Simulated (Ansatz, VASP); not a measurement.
**CdS (Hawleyite) in VASP and in Ansatz**

The input INCAR:

```
SYSTEM = CdS
  PREC = Accurate
  ENCUT = 520
  EDIFF = 1E-7
  ISMEAR = 0
  SIGMA = 0.023
  LREAL = .False.
  LASPH = .True.
  NELM = 100
  ALGO = Normal
  ISIF = 2
  LWAVE = .False.
  LCHARG = .False.
  GGA = PE
  NBANDS = 16
```

The input KPOINTS:

```
regular mesh
0
Gamma
  8 8 8
  0 0 0
```

File POSCAR:

```
CdS
1.0
    0.0000000000      2.9165000000      2.9165000000
    2.9165000000      0.0000000000      2.9165000000
    2.9165000000      2.9165000000      0.0000000000
Cd S
1 1
Direct
    0.0000000000      0.0000000000      0.0000000000
    0.7500000000      0.7500000000      0.7500000000
```

The input input.yaml:

```yaml
crystal:
  lattice:
    - [0.0, 2.9165, 2.9165]
    - [2.9165, 0.0, 2.9165]
    - [2.9165, 2.9165, 0.0]
  atoms:
    - { symbol: Cd, position: [0.0, 0.0, 0.0] }
    - { symbol: S, position: [0.75, 0.75, 0.75] }
kpoints:
  mp_grid: { grid: [8, 8, 8] }
scf:
  occupations: { method: gaussian, width: 0.023 }
hamiltonian:
  xc: pbe
  pseudopotentials: { kind: all_electron, lapw: { basis_error: 0.001 } }
output:
  forces: true
  stress: true
  eigenvalues: true
```

Alike in both runs: task single point; functional PBE; k mesh 8 × 8 × 8; occupations gaussian, width 0.023 eV; no spin polarisation.

```csv
,VASP,Ansatz
version,VASP 6.6.1,Ansatz 0.2.0
potentials or method,"VASP PAW PBE potentials, release 64 (Cd, S)","all-electron LAPW, scalar-relativistic"
plane-wave cutoff (eV),520,see its input
```

```csv
,VASP,Ansatz,Ansatz less VASP
gap on the k mesh at the Fermi level (eV),1.15,1.15,-0.004
least direct gap on the mesh (eV),1.15,1.15,-0.004
pressure (GPa),3.2,2.9,-0.33
```

Ansatz ran all-electron here, so the differences hold the error of VASP's frozen core and of both bases.
